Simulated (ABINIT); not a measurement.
Ti:

```
Ti
1.0
    -1.64100    1.64100    1.64100
     1.64100   -1.64100    1.64100
     1.64100    1.64100   -1.64100
Ti
1
Cartesian
  0.0000 0.0000 0.0000
```

This isn't the form of Ti at room conditions, which is hcp.

Base run:

```yaml
Program: ABINIT 10.8.3 (patched build)
Functional: revPBE
Potentials_or_basis: JTH PAW PBE v2.0
Cutoff: 408 eV
k_mesh: 11 × 11 × 11
Occupations: fermi-dirac, width 0.05 eV
Spin: no spin polarisation
```

Its results: band gap on the k mesh none (metal or under the smearing width); pressure 0.0 GPa.

Q: After a change of settings the same cell gave: band gap on the k mesh none (metal or under the smearing width); pressure -3.7 GPa. Which change was it?
A. functional from revPBE to PBEsol; potentials or basis from JTH PAW PBE v2.0 to PseudoDojo NC SR PBEsol v0.4.1 standard; cutoff from 408 eV to 1143 eV
B. functional from revPBE to PBEsol; k mesh from 11 × 11 × 11 to 14 × 14 × 14
C. functional from revPBE to r2SCAN; cutoff from 408 eV to 490 eV; fine-grid cutoff from 816.342 eV to 979.61 eV
D. functional from revPBE to WC

A: C.

Caveats: the PAW data sets were made with another functional, which shifts forces and pressure a little.

Runs at the PBE level aren't shown here.
